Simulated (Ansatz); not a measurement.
# zigzag GaN nanoribbon (N = 2, H edges): bands by functional and under strain, part 4 of 4

Aim: is the zigzag GaN nanoribbon (N = 2, H edges) a metal or a semiconductor?

Ansatz 0.2.0; DFT PBE, plane waves, PAW; relaxation of a wire's period (the session's first sound run).

So far, band gap (eV): step 3 (the perfect wire, PBE) 3.06; step 6 (levels at the same atoms, level r2SCAN, cutoff 500 eV, r2SCAN PBE) 3.58; step 7 (another level of theory, level HSE06, cutoff 420 eV, HSE06 PBE) 4.32; step 9 (with spin-orbit coupling, PBE spin-orbit) 3.05; step 10 (At a strained period, period over the relaxed period 0.97, k-mesh 1×1×20, PBE) 3.10.

### 11. Strain along the wire, period over the relaxed period 1.1, k-mesh 1×1×17 (continued)

Level of this step: DFT PBE, plane waves, PAW; relaxation at a fixed period (Ansatz).

Step by step:

| step | energy less that of the first step (eV) | largest force component (eV/Å) |
| --- | --- | --- |
| 1 | 0.0000 | 1.4877 |
| 2 | -0.1527 | 0.5191 |
| 3 | -0.1620 | 0.0777 |
| 4 | -0.1620 | 0.0937 |
| 5 | -0.1621 | 0.0019 |
| 6 | -0.1621 | 0.0019 |

The run keeps the 4 symmetry operations that it works with, so distortions that break them were not tested.

The atoms that moved most (Å):

| atom | dx | dy | dz | length |
| --- | --- | --- | --- | --- |
| N3 | -0.116 | 0.000 | 0.000 | 0.116 |
| Ga2 | 0.116 | 0.000 | 0.000 | 0.116 |
| H4 | -0.110 | 0.000 | 0.000 | 0.110 |
| H1 | 0.108 | 0.000 | 0.000 | 0.108 |
| Ga6 | 0.008 | 0.000 | 0.000 | 0.008 |
| N5 | -0.005 | 0.000 | 0.000 | 0.005 |

The relaxed structure:

```xyz
6
Lattice="13.2500 0.0000 0.0000 0.0000 7.0000 0.0000 0.0000 0.0000 3.5395" Properties=species:S:1:pos:R:3
H     3.5929    3.5000    0.0000
Ga    5.1570    3.5000    0.0000
N     8.5907    3.5000    0.0000
H     9.6132    3.5000    0.0000
N     5.9733    3.5000    1.7698
Ga    7.8428    3.5000    1.7698
```

Numbers from this step:

- band gap: 2.358 eV

The gap is 2.36 eV, against 3.06 eV under PBE at the relaxed period, with no moment.

### 12. A repeat with changed settings

This step: DFT LDA, plane waves, PAW; bands of a perfect wire at the PBE geometry; changed: kpoints.mp_grid.grid = [1, 1, 24], scf.mixing.preconditioner = "local_kerker", scf.occupations.width = null, scf.occupations.method = "tetrahedron_uncorrected" (Ansatz 0.2.0).

The atoms of the band run (LDA) are kept and the input is varied, to see whether the result depends on it.

input.yaml reads:

```yaml
crystal:
  lattice:
    - [13.25, 0.0, 0.0]
    - [0.0, 7.0, 0.0]
    - [0.0, 0.0, 3.2177285074]
  atoms:
    - { symbol: H, position: [0.263022252, 0.5, 0.0] }
    - { symbol: Ga, position: [0.380491529, 0.5, 0.0] }
    - { symbol: "N", position: [0.657101128, 0.5, 0.0] }
    - { symbol: H, position: [0.733861147, 0.5, 0.0] }
    - { symbol: "N", position: [0.451217308, 0.5, 0.5] }
    - { symbol: Ga, position: [0.591287769, 0.5, 0.5] }
kpoints:
  mp_grid: { grid: [1, 1, 24] }
  band_path: { path: ["Γ", Z], npoints: 50 }
scf:
  occupations: { method: tetrahedron_uncorrected }
  mixing: { preconditioner: local_kerker }
hamiltonian:
  xc: lda
```

The run is started by

```
$ ansatz run input.yaml --threads 8 --pin off --max-ram 16384MiB --backend cpu --events-out ev --progress --plain --runs-dir out
```

Numbers of over 12 decimals in the logs are rounded to 6 here.

The program printed:

```text
[...]
Crystal: 6 atoms, lattice volume = 298.444 Å³
Basis set: ecut = 420 eV, 5845 PW (Γ)
Bands: 25, of which v1, the nominal top of the filled ones, is band 19 counted from 1 (18 counted from 0)
Symmetry: 4 space group operations
[...]
k-points: 13 of 24
[...]
SCF iter   1: F=—  HF=-8193.004599 eV  |F-HF|=—  |Δ(HF+E_count)|=         —  Δρ=6.38e-3  dr2=1.27e-1  ethr=1.77e-3  ⟨swp⟩=7.2  Hψ=1775  notcnv=0
[...]
SCF iter   8: F=-8192.976800 eV  HF=-8192.976799 eV  |F-HF|=5.51e-7  |Δ(HF+E_count)|=   2.64e-6  Δρ=4.15e-6  dr2=9.80e-8  ethr=2.63e-10  ⟨swp⟩=5.1  Hψ=1307  notcnv=0
SCF 1 converged in 8 iterations: F = -8192.976800 eV  dr2 = 9.80e-8
[...]
SCF converged after 8 iterations
Free energy (F): -8192.976800 eV
[...]
Internal energy: -8192.976800 eV  (E = F + TS)
E sigma→0 (E₀):  -8192.976800 eV
Fermi energy:    -3.283014 eV
[...]
--- Band table (eV; the first three rows and the last of 13) ---
  k-point 0: bands = [... 15 lower, -5.0214, -4.5040, -4.1489, -4.0719, -0.1819, 1.0027, 1.1575, 1.9300, ... 2 higher]
  k-point 1: bands = [... 15 lower, -5.1111, -4.5262, -4.1435, -4.1335, -0.1187, 1.0565, 1.1635, 1.9595, ... 2 higher]
  k-point 2: bands = [... 15 lower, -5.2415, -4.6485, -4.2866, -4.0881, 0.0510, 1.1802, 1.1994, 2.0462, ... 2 higher]
  k-point 12: bands = [... 15 lower, -6.0147, -5.2144, -3.5925, -3.2917, 0.9529, 1.8458, 2.0193, 2.9831, ... 2 higher]
```

The job ended after 1.1 s (8 threads of AMD EPYC 9R45, shared host; peak memory 0.78 GiB; 7.3 s of CPU time).

It took 1.1 s against 1.1 s for the run it varies.

### 13. A repeat with changed settings

This step: DFT LDA, plane waves, PAW; bands of a perfect wire at the PBE geometry; changed: hamiltonian.pseudopotentials = {"kind": "paw_fr"}, magnetization = {"noncollinear": true, "spin_orbit": true} (Ansatz 0.2.0).

The atoms of the band run (LDA) are kept and the input is varied, to see whether the result depends on it.

Edit input.yaml of step 12 so:

```diff
@@ -13,8 +13,11 @@
 kpoints:
-  mp_grid: { grid: [1, 1, 24] }
+  mp_grid: { grid: [1, 1, 19] }
   band_path: { path: ["Γ", Z], npoints: 50 }
 scf:
-  occupations: { method: tetrahedron_uncorrected }
-  mixing: { preconditioner: local_kerker }
+  occupations: { method: fermi_dirac, width: 0.05 }
 hamiltonian:
   xc: lda
+  pseudopotentials: { kind: paw_fr }
+magnetization:
+  noncollinear: true
+  spin_orbit: true
```

The program printed:

```text
[...]
Crystal: 6 atoms, lattice volume = 298.444 Å³
Basis set: ecut = 420 eV, 5845 PW (Γ)
Bands: 50, of which v1, the nominal top of the filled ones, is band 38 counted from 1 (37 counted from 0)
Symmetry: 4 space group operations + 4 with time reversal
[...]
k-points: 10 of 19
Projection manifold: j_resolved (fully-relativistic pseudo-atomic orbitals)
[...]
k-point 0: bands = [... 34 lower, -4.1489, -4.1489, -4.0715, -4.0715, -0.1809, -0.1809, 1.0041, 1.0041, ... 8 higher]
  k-point 1: bands = [... 34 lower, -4.1956, -4.1656, -4.1245, -4.1238, -0.0839, -0.0800, 1.0849, 1.0912, ... 8 higher]
  k-point 2: bands = [... 34 lower, -4.3558, -4.3287, -4.0536, -4.0518, 0.1683, 0.1729, 1.1907, 1.1916, ... 8 higher]
  k-point 9: bands = [... 34 lower, -3.6203, -3.6197, -3.2878, -3.2861, 0.9584, 0.9586, 1.8575, 1.8579, ... 8 higher]
[key lines of the parts left out:]
SCF converged after 10 iterations
Magnetization: |M| = 0.0000 μB,  M = (+0.0000, +0.0000, +0.0000) μB
Free energy (F): -8193.124963 eV
Fermi energy:    -1.702055 eV
```

Elapsed: 6.2 s, on 8 threads; peak memory 2.3 GiB; 46 s of CPU time.

This step gave:

* band gap: 3.099 eV

It took 6.2 s against 1.1 s for the run it varies.

The band gap stays within 0.2 % plus 0.001 of the run it varies.

### 14. Outcome

```yaml
cell_length_pbe: 3.218 Å
conductance_pbe: 5.6e-26 G₀
gap_pbe: 3.06 eV
gap_lda: 3.10 eV
gap_pbesol: 3.11 eV
gap_r2scan: 3.58 eV
gap_hse06: 4.32 eV
gap_with_spin_orbit_coupling: 3.05 eV
gap_period_scaled_by_0p97: 3.10 eV
gap_period_scaled_by_1p1: 2.36 eV
```

In words: Under PBE the cell's length is 3.22 Å, no moment survives, and a gap of 3.06 eV makes it a semiconductor. At the relaxed period the wire is gapped under every functional, from 3.06 eV (PBE) to 4.32 eV (HSE06). Weak screening in one dimension makes quasiparticle gaps larger than the semilocal gaps, as a rule. Strain matters: under PBE the gap goes from 3.06 eV to 3.10 eV at 0.97 times the period and 2.36 eV at 1.1 times the period. Transport is coherent and elastic here: the atoms are frozen, so scattering by vibrations plays no part. A hybrid's gap is read on a coarse mesh, without a band path.

[Logs are printed without paths, hosts, clocks, repeated set-up lines and the standing remarks that a program may print on its own settings, such as how far it seeks lower states.]

[Hosts, paths, dates, database ids (printed as entryN), source tags and the programs' standing remarks are cut or masked in the printed files.]
